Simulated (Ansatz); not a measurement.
CoPdO2:

```
CELL_PARAMETERS angstrom
1.43169 0.82659 5.95777
-1.43169 0.82659 5.95777
0.00000 -1.65317 5.95777
ATOMIC_POSITIONS crystal
Pd 0.00000 0.00000 0.00000
Co 0.50000 0.50000 0.50000
O 0.11248 0.11248 0.11248
O 0.88752 0.88752 0.88752
```

The cell is a database's computed one.

Alike in all runs: program Ansatz 0.2.0; functional PBE; potentials or basis Ansatz PAW; cutoff 420 eV (not typed: the program's choice for these potentials); k mesh 9 × 9 × 9; occupations fermi-dirac, width 0.05 eV.

Q: Only the start or the spin constraint differs. Which run ends lowest in energy?
A. collinear spin, ferromagnetic start of up to 1.5 μB; fixed moment 1.5
B. collinear spin, ferromagnetic start of up to 2 μB; fixed moment 2
C. collinear spin, ferromagnetic start of up to 2.5 μB; fixed moment 2.5
D. collinear spin, program default start; fixed moment 0
E. collinear spin, ferromagnetic start of up to 0.5 μB; fixed moment 0.5
F. collinear spin, ferromagnetic start of up to 1 μB; fixed moment 1

A: D.

```tsv
start	free energy over the lowest (meV/atom)	net moment (μB)	site or absolute moments (μB)	gap
collinear spin, ferromagnetic start of up to 4 μB; fixed moment 4	405.8	4.00	Pd +0.37; Co +2.61; O +0.35	-
collinear spin, ferromagnetic start of up to 1 μB; fixed moment 1	74.3	1.00	Pd +0.32; Co +0.51; O +0.03	-
collinear spin, program default start; fixed moment 0	0.0	0.00	-	-
collinear spin, ferromagnetic start of up to 2 μB; fixed moment 2	186.9	2.00	Pd +0.23; Co +1.42; O +0.09	-
collinear spin, ferromagnetic start of up to 0.5 μB; fixed moment 0.5	30.0	0.50	Pd +0.20; Co +0.22; O +0.02	-
collinear spin, ferromagnetic start of up to 2.5 μB; fixed moment 2.5	239.6	2.50	Pd +0.21; Co +1.81; O +0.14	-
collinear spin, ferromagnetic start of up to 1.5 μB; fixed moment 1.5	129.8	1.50	Pd +0.30; Co +0.95; O +0.05	-
collinear spin, ferromagnetic start of up to 3 μB; fixed moment 3	291.6	3.00	Pd +0.23; Co +2.13; O +0.20	-
```

All polarised runs hold their moment fixed, so the table maps the energy against it. A still lower state may exist.

Caveats: the total moment is fixed, so each spin has its own Fermi level; a cell with one magnetic atom can't hold antiferromagnetic order, which such compounds often take (some runs); forces of over 1 eV/Å show positions far from the minimum, so gaps and moduli don't describe the material at rest (some runs).
